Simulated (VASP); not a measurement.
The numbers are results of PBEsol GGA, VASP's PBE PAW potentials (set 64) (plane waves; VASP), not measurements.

VASP ran on this input.

**POSCAR**
```
BaSnO3
1
    4.0940213747     0.0000000000     0.0000000000
    0.0000000000     4.0940213747     0.0000000000
    0.0000000000     0.0000000000     4.0940213747
Ba Sn O
1 1 3
Direct
  0.0000000000   0.0000000000   0.0000000000
  0.5000000000   0.5000000000   0.5000000000
  0.5000000000   0.0000000000   0.5000000000
  0.0000000000   0.5000000000   0.5000000000
  0.5000000000   0.5000000000   0.0000000000
```

**KPOINTS**
```
K-points
0
gamma
 6 6 6
0 0 0
```

INCAR:
```
SYSTEM  =  BaSnO3
PREC  =  Accurate; ENCUT  =  520; LREAL  =  F
LASPH  =  T
EDIFF  =  1E-7; NELM  =  100; ALGO  =  Normal
LMAXMIX  =  4
ISMEAR  =  0; SIGMA  =  0.05
GGA  =  PS
ISIF  =  2
LWAVE  =  F; LCHARG  =  F
```

POTCAR, in this order: Ba_sv Sn_d O (PBE.64 set). Program: vasp_std.

The run wrote:

### OUTCAR
```
 ion  position               nearest neighbor table
   1  0.000  0.000  0.000-   3 2.89   4 2.89   5 2.89   3 2.89   4 2.89   4 2.89   5 2.89   4 2.89
                             3 2.89   5 2.89   3 2.89   5 2.89   2 3.55   2 3.55   2 3.55   2 3.55
   2  0.500  0.500  0.500-   3 2.05   4 2.05   5 2.05   5 2.05   3 2.05   4 2.05   1 3.55   1 3.55
                             1 3.55   1 3.55   1 3.55   1 3.55   1 3.55   1 3.55
   3  0.500  0.000  0.500-   2 2.05   2 2.05   1 2.89   1 2.89   1 2.89   1 2.89
   4  0.000  0.500  0.500-   2 2.05   2 2.05   1 2.89   1 2.89   1 2.89   1 2.89
   5  0.500  0.500  0.000-   2 2.05   2 2.05   1 2.89   1 2.89   1 2.89   1 2.89
  LATTYP: Found a simple cubic cell.
 ALAT       =     4.0940213747
 Subroutine PRICEL returns:
 Original cell was already a primitive cell.
 Subroutine GETGRP returns: Found 48 space group operations
The static configuration has the point symmetry O_h .
The dynamic configuration has the point symmetry O_h .
 Subroutine INISYM returns: Found 48 space group operations
 Subroutine IBZKPT returns following result:
 Found     20 irreducible k-points:

 Following reciprocal coordinates:
            Coordinates               Weight
  0.000000  0.000000  0.000000      1.000000
  0.166667  0.000000  0.000000      6.000000
  0.333333  0.000000  0.000000      6.000000
  0.500000  0.000000  0.000000      3.000000
...
```

### OSZICAR
```
       N       E                     dE             d eps       ncg     rms          rms(c)
DAV:   1     0.460173381505E+03    0.46017E+03   -0.22018E+04  1041   0.227E+03
DAV:   2     0.123599837986E+02   -0.44781E+03   -0.43422E+03  1169   0.565E+02
DAV:   3    -0.357503925263E+02   -0.48110E+02   -0.47457E+02  1185   0.169E+02
DAV:   4    -0.375010347740E+02   -0.17506E+01   -0.17466E+01  1284   0.327E+01
DAV:   5    -0.375585978908E+02   -0.57563E-01   -0.57546E-01  1435   0.548E+00    0.133E+01
DAV:   6    -0.333930106767E+02    0.41656E+01   -0.22512E+01  1441   0.616E+01    0.636E+00
DAV:   7    -0.333797591747E+02    0.13252E-01   -0.14228E+00  1132   0.769E+00    0.325E+00
DAV:   8    -0.333265121147E+02    0.53247E-01   -0.23109E-01  1524   0.377E+00    0.657E-01
DAV:   9    -0.333173192802E+02    0.91928E-02   -0.57343E-02  1517   0.235E+00    0.142E-01
DAV:  10    -0.333177098006E+02   -0.39052E-03   -0.45149E-03  1436   0.762E-01    0.571E-02
DAV:  11    -0.333176955932E+02    0.14207E-04   -0.85515E-04  1598   0.294E-01    0.275E-02
DAV:  12    -0.333176835293E+02    0.12064E-04   -0.70553E-05  1302   0.655E-02    0.121E-02
DAV:  13    -0.333176817305E+02    0.17988E-05   -0.12837E-05  1391   0.221E-02    0.126E-03
DAV:  14    -0.333176816352E+02    0.95278E-07   -0.30091E-07  1104   0.624E-03
   1 F= -.33317682E+02 E0= -.33317682E+02  d E =-.210973E-10
```

OUTCAR:
```
------------------------ aborting loop because EDIFF is reached ----------------------------------------
  FORCE on cell =-STRESS in cart. coord.  units (eV):
  Direction    XX          YY          ZZ          XY          YZ          ZX
  --------------------------------------------------------------------------------------
  Total        2.0582290      2.0582290      2.0582290      0.0000000     -0.0000000      0.0000000
  in kB       48.0567026     48.0567026     48.0567026      0.0000000     -0.0000000      0.0000000
  external PRESSURE =      48.0567026 kB  Pullay stress =       0.0000000 kB
  volume of cell :       68.62
      direct lattice vectors                 reciprocal lattice vectors
     4.094021375  0.000000000  0.000000000     0.244258617  0.000000000  0.000000000
     0.000000000  4.094021375  0.000000000     0.000000000  0.244258617  0.000000000
     0.000000000  0.000000000  4.094021375     0.000000000  0.000000000  0.244258617
 POSITION                                       TOTAL-FORCE (eV/Angst)
 -----------------------------------------------------------------------------------
      0.00000      0.00000      0.00000         0.000000      0.000000      0.000000
      2.04701      2.04701      2.04701         0.000000      0.000000      0.000000
      2.04701      0.00000      2.04701         0.000000      0.000000      0.000000
      0.00000      2.04701      2.04701         0.000000      0.000000      0.000000
      2.04701      2.04701      0.00000         0.000000      0.000000      0.000000
 -----------------------------------------------------------------------------------
    total drift:                                0.000000      0.000000     -0.000000
  FREE ENERGIE OF THE ION-ELECTRON SYSTEM (eV)
  ---------------------------------------------------
  free  energy   TOTEN  =       -33.3176816352 eV

  energy  without entropy=      -33.3176816352  energy(sigma->0) =      -33.31768164
```
(Selected blocks of OUTCAR.)

**OUTCAR**
```
 val. band max:        4.4729856374   @ k =   0.5000   0.5000   0.5000

 cond. band min:       5.5383073672   @ k =   0.0000   0.0000   0.0000


 Fermi energy:         4.6778504929

 k-point     1 :       0.0000    0.0000    0.0000
  band No.  band energies     occupation
      1     -20.4069      2.00000
      2     -16.0856      2.00000
      3     -16.0856      2.00000
      4     -15.1841      2.00000
      5     -15.1841      2.00000
      6     -15.1841      2.00000
      7     -13.2872      2.00000
      8     -10.1706      2.00000
      9     -10.1706      2.00000
     10      -5.6504      2.00000
     11      -5.6504      2.00000
     12      -5.6504      2.00000
     13      -0.1699      2.00000
     14      -0.1699      2.00000
     15      -0.1699      2.00000
     16       3.3821      2.00000
     17       3.3821      2.00000
     18       3.3821      2.00000
     19       3.9605      2.00000
     20       3.9605      2.00000
     21       3.9605      2.00000
     22       5.5383      0.00000
     23       9.2746      0.00000
     24       9.2746      0.00000
     25      11.7236      0.00000

 k-point     2 :       0.1667    0.0000    0.0000
  band No.  band energies     occupation
      1     -20.3838      2.00000
      2     -16.0844      2.00000
      3     -16.0081      2.00000
      4     -15.1895      2.00000
      5     -15.1895      2.00000
      6     -15.1839      2.00000
      7     -13.2446      2.00000
      8     -10.5618      2.00000
      9     -10.1637      2.00000
     10      -5.5913      2.00000
     11      -5.5913      2.00000
     12      -5.5198      2.00000
     13      -0.2108      2.00000
     14      -0.2108      2.00000
     15      -0.2068      2.00000
     16       3.1596      2.00000
     17       3.2927      2.00000
     18       3.2927      2.00000
     19       3.3264      2.00000
     20       3.8621      2.00000
     21       3.8621      2.00000
     22       6.5784      0.00000
     23       9.7524      0.00000
...
```

Unless said otherwise, spin-orbit coupling is left out, though it shifts the bands of the heavy elements here.

The compound is BaSnO3 in the cubic perovskite structure. This cell is one point of a volume scan, at 0.97 of the reference volume.
